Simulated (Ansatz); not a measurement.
# Ge (buck sheet): the cost of one run

Method: DFT PBE, scalar-relativistic, plane waves, PAW, in Ansatz 0.2.0.

2 further runs of the same task are left out: 2 set aside as unsound or not needed. Runs told in other sessions of the task aren't counted.

**1. The system as given**

The structure is trigonal, space group P-3m1 (No. 164). The conventional cell has a = 4.044 Å, b = 4.044 Å, c = 24.793 Å, α = 90.00°, β = 90.00°, γ = 120.00°. Ge (site symmetry 3m) has 3 Ge at 2.43 Å in its first shell of neighbours.

Coordinates:

```
CELL_PARAMETERS angstrom
4.04383 0.00000 0.00000
-2.02191 3.50206 0.00000
0.00000 0.00000 24.79264
ATOMIC_POSITIONS crystal
Ge 0.33333 0.66667 0.35935
Ge 0.66667 0.33333 0.38669
```

This sheet was relaxed beforehand with the same method; its gap on the mesh is none (metal).

**2. Building the zigzag ribbon, N = 4, edge spins started opposed**

The ribbon is cut from the relaxed sheet, periodic along c; N counts formula units a period. The edge energy is the mean of both edges over the sheet, -4294.5052 eV an atom.

The cell holds 8 Ge: a = 20.700 Å, b = 10.000 Å, c = 4.044 Å, α = 90.00°, β = 90.00°, γ = 90.00°.

**3. Relaxation**

Pressure and volume refer to the whole cell with its vacuum; only the period along c may change.

input.yaml reads:

```yaml
crystal:
  lattice:
    - [20.7, 0.0, 0.0]
    - [0.0, 10.0, 0.0]
    - [0.0, 0.0, 4.043825475]
  atoms:
    - { symbol: Ge, position: [0.2744247607, 0.4661011531, 0.0] }
    - { symbol: Ge, position: [0.4436061902, 0.4661011531, 0.5] }
    - { symbol: Ge, position: [0.6127876196, 0.4661011531, 0.0] }
    - { symbol: Ge, position: [0.7819690491, 0.4661011531, 0.5], spin: -1.0 }
    - { symbol: Ge, position: [0.2180309509, 0.5338988469, 0.5], spin: 1.0 }
    - { symbol: Ge, position: [0.3872123804, 0.5338988469, 1.0] }
    - { symbol: Ge, position: [0.5563938098, 0.5338988469, 0.5] }
    - { symbol: Ge, position: [0.7255752393, 0.5338988469, 0.0] }
basis:
  ecutwfc: 420
kpoints:
  mp_grid: { grid: [1, 1, 22] }
hamiltonian:
  xc: pbe
scf:
  occupations: { method: gaussian, width: 0.05 }
output:
  forces: true
  stress: true
  eigenvalues: true
  populations: true
  write_density: true
  write_potential: true
  elf: true
  volumetric_format: npy
magnetization:
  spin_polarized: true
relax:
  adjacent_minimum: "off"
  f_tol: 0.02
  max_steps: 45
  cell: { fix: [a, b, alpha, beta, gamma], stress_tol: 0.03 }
```

The run is started by

```
$ ansatz run input.yaml --threads 4 --pin off --max-ram 11264MiB --backend cpu --events-out ev --progress --plain --runs-dir out
```

Q: Estimate wall time and peak memory on 4 threads of Intel Xeon Platinum 8259CL at 2.50GHz (Skylake/Cascade Lake), shared host.

About 11 min, with a peak of 2.2 GiB.
